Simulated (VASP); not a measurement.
Here is a VASP 6.6.1 calculation.

Contents of INCAR:

```
PREC     = Accurate       # precision mode
ENCUT    = 600            # plane-wave cutoff, eV
EDIFF    = 1E-6           # SCF threshold, eV
ISMEAR   = 0              # smearing method
SIGMA    = 0.1            # smearing width, eV
LREAL    = F              # projectors in reciprocal space
LASPH    = T              # aspherical terms in the spheres
NELM     = 100            # most SCF steps
ALGO     = Normal         # electronic algorithm
ISIF     = 3              # what is computed and relaxed
LWAVE    = F              # write WAVECAR
LCHARG   = F              # write CHGCAR
GGA      = PE             # functional
IBRION   = 2              # ionic algorithm
NSW      = 90             # ionic steps
EDIFFG   = -0.04          # ionic threshold
```

Contents of KPOINTS:

```
regular mesh
0
Gamma
  6 6 6
```

POSCAR

```
CuH5
1.0
    0.0000000000      3.0680047100      3.0680047100
    3.0680047100      0.0000000000      3.0680047100
    3.0680047100      3.0680047100      0.0000000000
Cu H
1 5
Direct
    0.0000000000      0.0000000000      0.0000000000
    0.2500000000      0.2500000000      0.2500000000
    0.1250000000      0.6250000000      0.6250000000
    0.6250000000      0.6250000000      0.6250000000
    0.6250000000      0.1250000000      0.6250000000
    0.6250000000      0.6250000000      0.1250000000
```

Potentials or basis: VASP PAW PBE potentials, release 64 (Cu, H).

Run with:

```bash
$ cat potpaw_PBE.64/Cu/POTCAR potpaw_PBE.64/H/POTCAR > POTCAR
$ mpirun -np 1 vasp_std > vasp.out
```

(1) What does it give for the relaxed cell?

(2) Estimate the band gap on the k mesh.

Answers

(1) a = 3.438 Å, b = 3.438 Å, c = 3.438 Å, α = 60.00°, β = 60.00°, γ = 60.00°.

(2) none (metal or under the smearing width).
